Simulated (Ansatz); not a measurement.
ZrO₂:
```
ZrO2
1.0
    0.00000     2.55794     2.55794
    2.55794     0.00000     2.55794
    2.55794     2.55794     0.00000
Zr O
1 2
Cartesian
  0.00000   0.00000   0.00000
  1.27897   1.27897   1.27897
  3.83691   3.83691   3.83691
```

Relaxed with PBE. Special points in fractions of this cell's reciprocal vectors: Γ (0.000, 0.000, 0.000); X (0.500, 0.000, 0.500); U (0.625, 0.250, 0.625); K (0.375, 0.375, 0.750); L (0.500, 0.500, 0.500); W (0.500, 0.250, 0.750).

List the band energies nearest the valence-band maximum at these points for PBE in the plane-wave PAW code Ansatz.

In eV from the valence-band maximum; about four levels below and three above (degenerate sets whole), none deeper than 8.9 eV; points with the same levels are listed once.

```
k                                below                above
-  -----------------------------------  -------------------
Γ  -5.14 -5.14 -5.14 -0.53 -0.53 -0.53       3.32 3.32 6.47
X         -3.12 -3.12 -1.49 -1.49 0.00       3.75 4.65 5.69
U              -3.04 -2.17 -1.20 -0.33       3.97 4.66 6.03
L              -2.50 -2.46 -1.63 -1.63       3.94 3.94 5.94
W              -2.35 -2.35 -1.36 -0.20  4.38 4.50 6.16 6.16
```

Space group Fm-3m (fluorite). This is a known high-temperature phase of the composition, computed here at zero pressure and temperature. The PBE relaxation kept the symmetry of its start; its stability against distortions is not shown here. No spin polarisation was allowed. Spin–orbit coupling is left out wherever it is not named.

Potentials: the later of the program's two PAW sets.
